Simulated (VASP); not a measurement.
# TiC (Fm-3m) in VASP: notebook, part 2 of 2

VASP 6.6.1. Earlier steps stand in the parts before.

### Step 3. Equation of state, PBE+D3(BJ), 9.49 Å³/atom (a relaxed cell with its volume scaled by 0.96)

The input, INCAR:

```
SYSTEM = TiC
  ALGO = Normal
  EDIFF = 1E-6
  ENCUT = 520
  GGA = PE
  ISIF = 2
  ISMEAR = -1
  IVDW = 12
  LASPH = .True.
  LCHARG = .False.
  LREAL = .False.
  LWAVE = .False.
  NELM = 100
  PREC = Accurate
  SIGMA = 0.05
```

The input, KPOINTS:

```
k-points
0
Gamma
  10 10 10
  0 0 0
```

The input, POSCAR:

```
TiC                                     
1.0
    0.0000000000      2.1170328084      2.1170328084
    2.1170328084      0.0000000000      2.1170328084
    2.1170328084      2.1170328084      0.0000000000
  Ti              C             
     1     1
Direct
     0.0000000000000000    0.0000000000000000    0.0000000000000000
     0.5000000000000000    0.5000000000000000    0.5000000000000000
```

Potentials or basis: VASP PAW PBE potentials, release 64 (Ti_sv, C).

Launch:

```
cat potpaw_PBE.64/Ti_sv/POTCAR potpaw_PBE.64/C/POTCAR > POTCAR
mpirun -np 1 vasp_std > vasp.out
```

Run time: 11 s. Hardware: 1 thread of AMD EPYC 7R43 (Zen 3), shared host; peak memory 0.12 GiB.

It converged, with:

| Property | Result |
| --- | --- |
| Free energy | -19.5834 eV |
| Pressure | 11.7 GPa |
| Band gap on the k mesh | none (metal or under the smearing width) |
| Dispersion energy per atom | -0.478 eV |

Caveat: pairwise dispersion overbinds metals, which lowers pressure and volume.

### Step 4. Equation of state, PBE+D3(BJ), 9.69 Å³/atom (a relaxed cell with its volume scaled by 0.98)

INCAR is that of step 3.

KPOINTS is that of step 3.

The input, POSCAR:

```
TiC                                     
1.0
    0.0000000000      2.1316334961      2.1316334961
    2.1316334961      0.0000000000      2.1316334961
    2.1316334961      2.1316334961      0.0000000000
  Ti              C             
     1     1
Direct
     0.0000000000000000    0.0000000000000000    0.0000000000000000
     0.5000000000000000    0.5000000000000000    0.5000000000000000
```

Launch:

```
cat potpaw_PBE.64/Ti_sv/POTCAR potpaw_PBE.64/C/POTCAR > POTCAR
mpirun -np 1 vasp_std > vasp.out
```

Wall time 10 s (1 thread of AMD EPYC 7R43 (Zen 3), shared host); peak memory 0.12 GiB.

Results (log left out):

- Free energy: -19.6049 eV
- Pressure: 5.6 GPa
- Band gap on the k mesh: none (metal or under the smearing width)
- Dispersion energy per atom: -0.468 eV

Caveat: pairwise dispersion overbinds metals, which lowers pressure and volume.

### Step 5. Equation of state, PBE+D3(BJ), 9.88 Å³/atom

INCAR is that of step 4.

KPOINTS is that of step 4.

The input, POSCAR:

```
TiC                                     
1.0
    0.0000000000      2.1460368620      2.1460368620
    2.1460368620      0.0000000000      2.1460368620
    2.1460368620      2.1460368620      0.0000000000
  Ti              C             
     1     1
Direct
     0.0000000000000000    0.0000000000000000    0.0000000000000000
     0.5000000000000000    0.5000000000000000    0.5000000000000000
```

Launch:

```
cat potpaw_PBE.64/Ti_sv/POTCAR potpaw_PBE.64/C/POTCAR > POTCAR
mpirun -np 1 vasp_std > vasp.out
```

Run time: 12 s. Hardware: 1 thread of AMD EPYC 7R43 (Zen 3), shared host; peak memory 0.12 GiB.

The run converged. Its results:

| Quantity | Value |
| --- | --- |
| Free energy | -19.6120 eV |
| Pressure | 0.0 GPa |
| Band gap on the k mesh | none (metal or under the smearing width) |
| Dispersion energy per atom | -0.458 eV |

Caveat: pairwise dispersion overbinds metals, which lowers pressure and volume.

### Step 6. Equation of state, PBE+D3(BJ), 10.08 Å³/atom (a relaxed cell with its volume scaled by 1.02)

INCAR is that of step 5.

KPOINTS is that of step 5.

The input, POSCAR:

```
TiC                                     
1.0
    0.0000000000      2.1602494409      2.1602494409
    2.1602494409      0.0000000000      2.1602494409
    2.1602494409      2.1602494409      0.0000000000
  Ti              C             
     1     1
Direct
     0.0000000000000000    0.0000000000000000    0.0000000000000000
     0.5000000000000000    0.5000000000000000    0.5000000000000000
```

Potentials or basis: VASP PAW PBE potentials, release 64 (Ti_sv, C).

Launch:

```
cat potpaw_PBE.64/Ti_sv/POTCAR potpaw_PBE.64/C/POTCAR > POTCAR
mpirun -np 1 vasp_std > vasp.out
```

Wall time 12 s (1 thread of AMD EPYC 7R43 (Zen 3), shared host); peak memory 0.12 GiB.

Results (log left out):

```yaml
Free_energy: -19.6060 eV
Pressure: -5.0 GPa
Band_gap_on_the_k_mesh: none (metal or under the smearing width)
Dispersion_energy_per_atom: -0.449 eV
```

Caveat: pairwise dispersion overbinds metals, which lowers pressure and volume.

### Step 7. Equation of state, PBE+D3(BJ), 10.28 Å³/atom (a relaxed cell with its volume scaled by 1.04)

INCAR is that of step 6.

KPOINTS is that of step 6.

The input, POSCAR:

```
TiC                                     
1.0
    0.0000000000      2.1742774277      2.1742774277
    2.1742774277      0.0000000000      2.1742774277
    2.1742774277      2.1742774277      0.0000000000
  Ti              C             
     1     1
Direct
     0.0000000000000000    0.0000000000000000    0.0000000000000000
     0.5000000000000000    0.5000000000000000    0.5000000000000000
```

Launch:

```
cat potpaw_PBE.64/Ti_sv/POTCAR potpaw_PBE.64/C/POTCAR > POTCAR
mpirun -np 1 vasp_std > vasp.out
```

Wall time 12 s (1 thread of AMD EPYC 7R43 (Zen 3), shared host); peak memory 0.12 GiB.

Results (log left out):

* Free energy: -19.5883 eV
* Pressure: -9.5 GPa
* Band gap on the k mesh: none (metal or under the smearing width)
* Dispersion energy per atom: -0.440 eV

Caveat: pairwise dispersion overbinds metals, which lowers pressure and volume.

### Step 8. Equation of state, PBE+D3(BJ)

This run uses another cell than the first one, of 9.88 Å³/atom, 0.973 times its volume.

This step only gathers the single runs of the series.

Results:

| Quantity | Value |
| --- | --- |
| Equilibrium volume | 9.89 Å³/atom |
| Bulk modulus | 263 GPa |
| Pressure derivative of the bulk modulus | 3.9 (rough: it moves with the points fitted) |

Energy against volume, from the lowest point:
| volume (Å³/atom) | energy (meV/atom) |
| --- | --- |
| 9.488 | 14.28 |
| 9.686 | 3.55 |
| 9.884 | 0.00 |
| 10.081 | 2.97 |
| 10.279 | 11.85 |

### Step 9. The reference run

An earlier run on the cell as given: functional PBEsol; potentials or basis VASP PAW PBE potentials, release 64 (Ti_sv, C); cutoff 520 eV; k mesh 11 × 11 × 11; occupations fermi-dirac, width 0.05 eV; no spin polarisation.

* Pressure: -6.5 GPa
* Band gap on the k mesh: none (metal or under the smearing width)
